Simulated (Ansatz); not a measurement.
# Rb on Nb(100): change of the work function

Aim: the work function of Nb(100) at several coverages of Rb (hollow site), and the dipole that each adsorbate carries.

Program: Ansatz 0.2.0. Level of theory: plane-wave DFT, r2SCAN, Ansatz PAW. Results are calculated unless marked as measured.

Most raw output is cut from this account.

## (1) Set-up

The cell holds 5 atoms: 5 Nb. Its edges and angles: a = 3.300 Å, b = 3.300 Å, c = 24.600 Å, α = 90.0°, β = 90.0°, γ = 90.0°. Vacuum lies along c.

## (2) The clean slab

The bare slab comes first, as the zero from which every change is counted. The two lowest layers are held at bulk places and the upper ones relax. The dipole correction removes the false field that a one-sided slab makes across the periodic vacuum, so each face gets a flat vacuum level of its own.

File input.yaml:

```yaml
crystal:
  lattice:
    - [3.3, 0.0, 0.0]
    - [0.0, 3.3, 0.0]
    - [0.0, 0.0, 24.6]
  atoms:
    - { symbol: Nb, position: [0.0, 0.0, 0.3658536585] }
    - { symbol: Nb, position: [0.5, 0.5, 0.4329268293] }
    - { symbol: Nb, position: [0.0, 0.0, 0.5] }
    - { symbol: Nb, position: [0.5, 0.5, 0.5670731707] }
    - { symbol: Nb, position: [0.0, 0.0, 0.6341463415] }
kpoints:
  mp_grid: { grid: [9, 9, 1] }
hamiltonian:
  xc: r2scan
scf:
  occupations: { method: fermi_dirac, width: 0.1 }
  convergence: { dr2_threshold: 1.0e-08 }
efield:
  axis: 3
  dipole_correction: true
  ramp_position: 0.97
  ramp_width: 0.06
relax:
  f_tol: 0.02
  max_steps: 60
  constraints: [{ sites: [0, 1] }]
output:
  write_potential: true
  write_density: true
  volumetric_format: npy
```

Command:

```bash
$ ansatz run input.yaml --threads 4 --pin off --max-ram 12288MiB --backend cpu --events-out ev --progress --plain --runs-dir out
```

Wall time 43 s (4 threads of Arm Neoverse V2, shared host); peak memory 1.1 GiB; 2.8 min of CPU time.

The steps of the relaxation:

```
step  energy less that of the first step (eV)  largest force component (eV/Å)
   1                                   0.0000                          1.2997
   2                                  -0.1057                          1.1233
   3                                  -0.1575                          0.2543
   4                                  -0.1630                          0.1365
   5                                  -0.1648                          0.0097
```

The run keeps the 8 symmetry operations that it works with, so distortions that break them were not tested.

The atoms that moved most (Å):

```
atom     dx     dy      dz  length
 Nb5  0.000  0.000  -0.199   0.199
 Nb4  0.000  0.000   0.029   0.029
 Nb3  0.000  0.000  -0.009   0.009
```

Final coordinates:

```xyz
5
Lattice="3.3000 0.0000 0.0000 0.0000 3.3000 0.0000 0.0000 0.0000 24.6000" Properties=species:S:1:pos:R:3
Nb    0.0000    0.0000    9.0000
Nb    1.6500    1.6500   10.6500
Nb    0.0000    0.0000   12.2915
Nb    1.6500    1.6500   13.9795
Nb    0.0000    0.0000   15.4013
```

Numbers from this step:

* energy at zero smearing: -22814.6450 eV
* work function, upper face: 3.542 eV
* work function, lower face: 3.703 eV
* dipole along the normal: 0.009675 e·Å
* step between the vacuum levels: -0.1608 eV

Running mean over 1.65 Å of the planar mean; the ramp of the sawtooth is left out. Electron's electrostatic potential energy less the Fermi level against z:

```
z (Å)  electron's electrostatic potential energy less the Fermi level (eV)
  3.5                                                                 3.70
  4.0                                                                 3.70
  4.5                                                                 3.70
  5.0                                                                 3.69
  5.5                                                                 3.66
  6.0                                                                 3.59
  6.5                                                                 3.38
  7.0                                                                 2.81
  7.5                                                                 1.17
  8.0                                                                -2.89
  8.5                                                                -7.92
  9.0                                                                -10.6
  9.5                                                                -11.1
 10.0                                                                -11.0
 10.5                                                                -10.9
 11.0                                                                -11.0
 11.5                                                                -11.1
 12.0                                                                -11.1
 12.5                                                                -10.9
 13.0                                                                -10.6
 13.5                                                                -10.8
 14.0                                                                -11.8
 14.5                                                                -13.1
 15.0                                                                -13.0
 15.5                                                                -11.0
 16.0                                                                -7.05
 16.5                                                                -1.86
 17.0                                                                 1.62
 17.5                                                                 2.88
 18.0                                                                 3.31
 18.5                                                                 3.46
 19.0                                                                 3.52
 19.5                                                                 3.53
 20.0                                                                 3.54
 20.5                                                                 3.54
 21.0                                                                 3.54
 21.5                                                                 3.54
```

The relaxation took 5 steps and lowered the energy by 0.16 eV; the largest force on the free atoms ends at 0.0097 eV/Å.

The work function of the upper face is 3.54 eV.

## (3) Adsorbate added, coverage 0.25 ML

System of this step: Rb/Nb(100). The cell holds 21 atoms: 20 Nb and 1 Rb. Its edges and angles: a = 6.600 Å, b = 6.600 Å, c = 27.689 Å, α = 90.0°, β = 90.0°, γ = 90.0°. Vacuum lies along c.

The clean slab as it ended is repeated in the plane and the adsorbate is set on one face; the cell's size fixes the coverage, and the k-mesh shrinks with it to keep the sampling density about even. Adsorbate and upper layers relax, since the dipole depends on the height.

File input.yaml:

```yaml
crystal:
  lattice:
    - [6.6, 0.0, 0.0]
    - [0.0, 6.6, 0.0]
    - [0.0, 0.0, 27.6894575281]
  atoms:
    - { symbol: Nb, position: [0.0, 0.0, 0.3250334533] }
    - { symbol: Nb, position: [0.25, 0.25, 0.3846229198] }
    - { symbol: Nb, position: [0.0, 0.0, 0.4439042903] }
    - { symbol: Nb, position: [0.25, 0.25, 0.5048660727] }
    - { symbol: Nb, position: [0.0, 0.0, 0.5562150607] }
    - { symbol: Nb, position: [0.0, 0.5, 0.3250334533] }
    - { symbol: Nb, position: [0.25, 0.75, 0.3846229198] }
    - { symbol: Nb, position: [0.0, 0.5, 0.4439042903] }
    - { symbol: Nb, position: [0.25, 0.75, 0.5048660727] }
    - { symbol: Nb, position: [0.0, 0.5, 0.5562150607] }
    - { symbol: Nb, position: [0.5, 0.0, 0.3250334533] }
    - { symbol: Nb, position: [0.75, 0.25, 0.3846229198] }
    - { symbol: Nb, position: [0.5, 0.0, 0.4439042903] }
    - { symbol: Nb, position: [0.75, 0.25, 0.5048660727] }
    - { symbol: Nb, position: [0.5, 0.0, 0.5562150607] }
    - { symbol: Nb, position: [0.5, 0.5, 0.3250334533] }
    - { symbol: Nb, position: [0.75, 0.75, 0.3846229198] }
    - { symbol: Nb, position: [0.5, 0.5, 0.4439042903] }
    - { symbol: Nb, position: [0.75, 0.75, 0.5048660727] }
    - { symbol: Nb, position: [0.5, 0.5, 0.5562150607] }
    - { symbol: Rb, position: [0.25, 0.25, 0.6749665467] }
kpoints:
  mp_grid: { grid: [5, 5, 1] }
hamiltonian:
  xc: r2scan
scf:
  occupations: { method: fermi_dirac, width: 0.1 }
  convergence: { dr2_threshold: 1.0e-08 }
efield:
  axis: 3
  dipole_correction: true
  ramp_position: 0.97
  ramp_width: 0.06
relax:
  f_tol: 0.02
  max_steps: 60
  constraints: [{ sites: [0, 1, 5, 6, 10, 11, 15, 16] }]
output:
  bader: true
  dos: { projected: true, e_range: [-8, 4] }
  write_potential: true
  write_density: true
  volumetric_format: npy
  elf: true
```

Wall time 8.2 min (4 threads); peak memory 7 GiB; 32 min of CPU time.

Step by step:

```
step  energy less that of the first step (eV)  largest force component (eV/Å)
   1                                   0.0000                          0.0945
   2                                  -0.0058                          0.1270
   3                                  -0.0146                          0.0544
   4                                  -0.0161                          0.0247
   5                                  -0.0161                          0.0182
```

Forces are held to the 8 operations that the run works with; a distortion that breaks them can't arise in this run.

The atoms that moved most (Å):

```
atom      dx      dy      dz  length
Rb21   0.000   0.000  -0.117   0.117
 Nb4   0.000   0.000   0.047   0.047
 Nb5  -0.031  -0.031   0.004   0.043
Nb15   0.031  -0.031   0.004   0.043
Nb10  -0.031   0.031   0.004   0.043
Nb20   0.031   0.031   0.004   0.043
Nb19   0.000   0.000  -0.042   0.042
Nb18  -0.008  -0.008  -0.001   0.011
```

Final coordinates:

```cif
data_structure
_symmetry_space_group_name_H-M 'P 1'
_symmetry_Int_Tables_number 1
_cell_length_a 6.6000
_cell_length_b 6.6000
_cell_length_c 27.6895
_cell_angle_alpha 90.000
_cell_angle_beta 90.000
_cell_angle_gamma 90.000
_cell_volume 1206.15
loop_
_atom_site_label
_atom_site_type_symbol
_atom_site_fract_x
_atom_site_fract_y
_atom_site_fract_z
_atom_site_occupancy
Nb1 Nb 0.00000 0.00000 0.32503 1
Nb2 Nb 0.25000 0.25000 0.38462 1
Nb3 Nb 0.00121 0.00121 0.44385 1
Nb4 Nb 0.25000 0.25000 0.50657 1
Nb5 Nb 0.99536 0.99536 0.55636 1
Nb6 Nb 0.00000 0.50000 0.32503 1
Nb7 Nb 0.25000 0.75000 0.38462 1
Nb8 Nb 0.00121 0.49879 0.44385 1
Nb9 Nb 0.25000 0.75000 0.50451 1
Nb10 Nb 0.99536 0.50464 0.55636 1
Nb11 Nb 0.50000 0.00000 0.32503 1
Nb12 Nb 0.75000 0.25000 0.38462 1
Nb13 Nb 0.49879 0.00121 0.44385 1
Nb14 Nb 0.75000 0.25000 0.50451 1
Nb15 Nb 0.50464 0.99536 0.55636 1
Nb16 Nb 0.50000 0.50000 0.32503 1
Nb17 Nb 0.75000 0.75000 0.38462 1
Nb18 Nb 0.49879 0.49879 0.44385 1
Nb19 Nb 0.75000 0.75000 0.50335 1
Nb20 Nb 0.50464 0.50464 0.55636 1
Rb21 Rb 0.25000 0.25000 0.67073 1
```

This step gave:

```yaml
energy_at_zero_smearing: -94537.2721 eV
work_function_upper_face: 1.591 eV
work_function_lower_face: 3.699 eV
dipole_along_the_normal: 0.5075 e·Å
step_between_the_vacuum_levels: -2.108 eV
```

Running mean over 1.65 Å of the planar mean; the ramp of the sawtooth is left out. The electron's electrostatic potential energy less the Fermi level by z:

```
z (Å)  electron's electrostatic potential energy less the Fermi level (eV)
    4                                                                 3.70
    5                                                                 3.69
    6                                                                 3.58
    7                                                                 2.80
    8                                                                -2.89
    9                                                                -10.6
   10                                                                -11.0
   11                                                                -11.0
   12                                                                -11.1
   13                                                                -10.7
   14                                                                -11.7
   15                                                                -12.9
   16                                                                -7.01
   17                                                                 1.20
   18                                                               -0.181
   19                                                                -1.07
   20                                                                 1.08
   21                                                                 1.49
   22                                                                 1.57
   23                                                                 1.58
   24                                                                 1.59
```

The density of states has structure finer than the step of the table below, so its rows give means over 0.25 eV, whole bins alone (the curve runs from -8 to 1.83 eV). Peaks (eV: height): -2.350: 51.6, -2.230: 58.1, -2.110: 99.0, -1.590: 56.4, -1.530: 53.0, -1.140: 58.1, 0.300: 55.2.

The density of states by energy, zero at the Fermi level; means over each step:

```
energy (eV)  density of states (states/eV a cell)
      -6.00                               0.00482
      -5.75                                 0.960
      -5.50                                  1.27
      -5.25                                  1.43
      -5.00                                  2.40
      -4.75                                  1.06
      -4.50                                  1.68
      -4.25                                  4.83
      -4.00                                  3.71
      -3.75                                  14.4
      -3.50                                  17.1
      -3.25                                  18.7
      -3.00                                  31.5
      -2.75                                  23.2
      -2.50                                  21.7
      -2.25                                  27.5
      -2.00                                  27.3
      -1.75                                  24.2
      -1.50                                  31.3
      -1.25                                  34.3
      -1.00                                  32.0
      -0.75                                  24.6
      -0.50                                  29.2
      -0.25                                  25.5
       0.00                                  21.6
       0.25                                  23.8
       0.50                                  27.9
       0.75                                  32.4
       1.00                                  23.1
       1.25                                  15.8
       1.50                                  19.9
```

Projected DOS per atom over height of the atomic layer and energy from the Fermi level. Layers: Nb4 Nb4 Nb4 Nb4 Nb4 Rb from below.

Ten even steps from '_' (0.00 states/eV) to '@' (2.30 states/eV), each cell a mean:
```
**::--..++..
==::::..++--
@@::--::@@::
%%--::--**..
##==--==++..
**==++--**::
%%++**++%%__
++++**##++__
++++--====__
++**++++++__
++**++++++__
::==++++--__
..::----..__
____________
____________
____________
____________
____________
____________
____________
____________
____________
```
Columns: height of the atomic layer (Å) from 9 to 18.6 (not evenly spaced); rows upwards: energy from the Fermi level (eV) from -7.96 to 1.75.

Valence density in the ca plane at fractional y = 0.250, with atoms of Nb and Rb within 0.2 Å of it. It is the smooth field of the valence electrons, not physical close to the nuclei.

Ten even steps from '0' (0.0 e/Å³) to '9' (5.0 e/Å³), each cell a mean:
```
00000000000000000000000000000000000000000000
00001100000001100000000000000000000000000000
00135520000025531000000000000000000000000000
00169951000159971000000000000000000000000000
00279961000169972000000000000000000000000000
00148841000148851000000000000000000000000000
00012210000012210000000000000000000000000000
00000000000000000000000000000000000000000000
00000000000000000000000000000000000000000000
00000000000000000000000000000000000000000000
00001100000001100000000000110000000000000000
00125520000024531000000012331000000000000000
00169951000159982000000013333100000000000000
00279961000159982000000023233100000000000000
00148741000037851000000013332000000000000000
00012210000012210000000001221000000000000000
00000000000000000000000000000000000000000000
00000000000000000000000000000000000000000000
```
Columns run along c (16.0 Å, from fractional 0.32 to 0.90 of the cell), rows up along a (6.6 Å). Atoms in or near the plane, at fractional coordinates: Nb at (0.38, 0.25), Nb at (0.51, 0.25), Nb at (0.38, 0.75), Nb at (0.50, 0.75), Rb at (0.67, 0.25).

Electrostatic potential energy in the ca plane at fractional y = 0.250, with atoms of Nb and Rb within 0.2 Å of it. With pseudopotentials it is smooth inside the atoms' cores, unlike the true potential.

Values in eV, 10 rows by 16 columns, each cell a mean:
```
  5  -1   2   5   2   0   5   6   7   6   5   6   6   6   6   6
  1 -41 -21   4 -25 -38   3   8   8   7   6   6   6   6   6   6
 -2 -63 -37   3 -43 -58   1   8   8   7   7   6   6   6   6   6
  3 -26 -11   5 -14 -23   4   7   8   7   6   6   6   6   6   6
  5   3   4   5   4   4   5   6   6   5   5   5   6   6   6   6
  5  -1   2   5   2   0   5   6   5  -1   1   5   6   6   6   6
  1 -41 -21   5 -22 -40   2   7   1 -45 -19   4   5   6   6   6
 -2 -62 -37   4 -38 -61   0   7  -2 -66 -35   3   5   6   6   6
  3 -26 -12   5 -12 -25   4   7   2 -27 -10   4   5   6   6   6
  5   3   4   5   4   3   5   6   5   2   3   5   6   6   6   6
```
Columns run along c (16.0 Å, from fractional 0.32 to 0.90 of the cell; values clipped at the 3rd and 97th percentile), rows up along a (6.6 Å). Atoms in or near the plane, at fractional coordinates: Nb at (0.38, 0.25), Nb at (0.51, 0.25), Nb at (0.38, 0.75), Nb at (0.50, 0.75), Rb at (0.67, 0.25).

ELF in the ca plane at fractional y = 0.250, with atoms of Nb and Rb within 0.2 Å of it. It is the smooth field of the valence electrons, not physical close to the nuclei.

Ten even steps from '0' (0.00) to '9' (0.86), each cell a mean:
```
56532245544532246643333210000000000000000000
55322223555322223554444321000000000000000000
53367752353257763345554443211111100000000000
41486683242386684135655444433221110000000000
41484583242385484135655544433322110000000000
52378873353378883245555444322211100000000000
54234433454234432455444432100000000000000000
56421134555421235543333310000000000000000000
56653356544543456643232100000000000000000000
56542245544542246654332012453200000000000000
55322223555322223555431048998520000000000000
53367752354257763356530289999851000000000000
41486683242277585135630598459962000000000000
41484583242276385135630597139962000000000000
52378873353268784245530499789951000000000000
54235533454234543455530169999730000000000000
56421134555421124554431025776310000000000000
56653456544554456643332000121000000000000000
```
Columns run along c (16.0 Å, from fractional 0.32 to 0.90 of the cell), rows up along a (6.6 Å). Atoms in or near the plane, at fractional coordinates: Nb at (0.38, 0.25), Nb at (0.51, 0.25), Nb at (0.38, 0.75), Nb at (0.50, 0.75), Rb at (0.67, 0.25).

The relaxation took 5 steps and lowered the energy by 0.016 eV; the largest force on the free atoms ends at 0.018 eV/Å.

By hand: a sheet of dipoles makes a step −p/(ε₀A) in the electron's potential. With e/ε₀ = 180.95 V·Å, p = 0.5075 e·Å and A = 43.56 Å², that is −180.95 × (0.5075) / 43.56 = -2.108 eV, and the two vacuum levels of the run differ by -2.108 eV.

The covered face has 1.59 eV, -1.95 eV against the clean one; the bare back face has moved by -0.00 eV, a measure of how thin the slab is.

(Part 1 of 3 ends here.)

[Logs are printed without paths, hosts, clocks, repeated set-up lines and the standing remarks that a program may print on its own settings, such as how far it seeks lower states.]

[Hosts, paths, dates, database ids (printed as entryN), source tags and the programs' standing remarks are cut or masked in the printed files.]

[Maps of the electrostatic potential energy from Ansatz leave out the sawtooth potential of an applied field or a dipole correction, so their vacuum need not be flat; planar profiles and work functions include it.]

[The density of states shown here was stored with 400 of the rows of the run's finer table, so its peaks can read low, often by over a quarter, or be missed, and its means over a window can be off by a tenth or more.]
